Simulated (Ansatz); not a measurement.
The system is BaTiO3.

```
CELL_PARAMETERS angstrom
-2.82767 -1.63255 -2.31773
2.82767 -4.89766 0.00000
-2.82767 -1.63255 4.63546
ATOMIC_POSITIONS crystal
Ba 0.01575 0.99511 0.97326
Ba 0.98425 0.50489 0.52674
Ti 0.50386 0.98954 0.50362
Ti 0.46814 0.51046 0.02438
O 0.53055 0.23162 0.73316
O 0.48625 0.75828 0.23994
O 0.47922 0.75734 0.73348
O 0.53758 0.25276 0.23962
O 0.99089 0.02893 0.47950
O 0.04611 0.47107 0.00370
```

| Property | Result |
| --- | --- |
| Program | Ansatz 0.2.0 |
| Task | relaxation of cell and atoms |
| Functional | PBEsol |
| Potentials or basis | Ansatz PAW |
| Cutoff | 420 eV (not typed: the program's choice for these potentials) |
| k mesh | 7 × 5 × 5 |
| Occupations | fermi-dirac, width 0.05 eV |
| Spin | no spin polarisation |

At the start: volume 12.84 Å³/atom.

Q: Where does the relaxation end?

A: It ends after 8 steps and the volume is 12.69 Å³/atom (-1.1 %); space group R3m (No. 160, to 0.05 Å).

Step by step:
```
step  energy change (eV)  largest force (eV/Å)  volume (Å³)
   1              0.0000                3.1418       128.39
   2             -0.6423                1.7334       128.87
   3             -0.9349                0.1107       127.02
   4             -0.9407                0.0595       127.06
   5             -0.9420                0.0026       127.01
   6             -0.9373                0.0026       127.01
   7             -0.9377                0.0016       126.93
   8             -0.9373                0.0016       126.93
```

Final structure:
```cif
data_structure
_symmetry_space_group_name_H-M 'P 1'
_symmetry_Int_Tables_number 1
_cell_length_a 3.9878
_cell_length_b 5.6350
_cell_length_c 5.6486
_cell_angle_alpha 90.004
_cell_angle_beta 89.811
_cell_angle_gamma 90.000
_cell_volume 126.93
loop_
_atom_site_label
_atom_site_type_symbol
_atom_site_fract_x
_atom_site_fract_y
_atom_site_fract_z
_atom_site_occupancy
Ba1 Ba 0.01039 0.99999 0.00199 1
Ba2 Ba 0.01038 0.49998 0.50199 1
Ti1 Ti 0.52128 0.99997 0.51304 1
Ti2 Ti 0.52128 0.49998 0.01304 1
O1 O 0.49860 0.24684 0.73686 1
O2 O 0.49860 0.74684 0.23686 1
O3 O 0.49861 0.75318 0.73686 1
O4 O 0.49861 0.25319 0.23685 1
O5 O 0.99243 0.00001 0.48996 1
O6 O 0.99243 0.50000 0.98996 1
```

Caveat: the plane-wave basis is chosen anew once the cell has moved, so the energies of steps on either side of that aren't comparable; the pressure holds a Pulay correction of +0.6 GPa for the finite cutoff; the PAW data sets come from PBE, with cores solved anew for the run's functional, which leaves a small shift of forces and pressure.
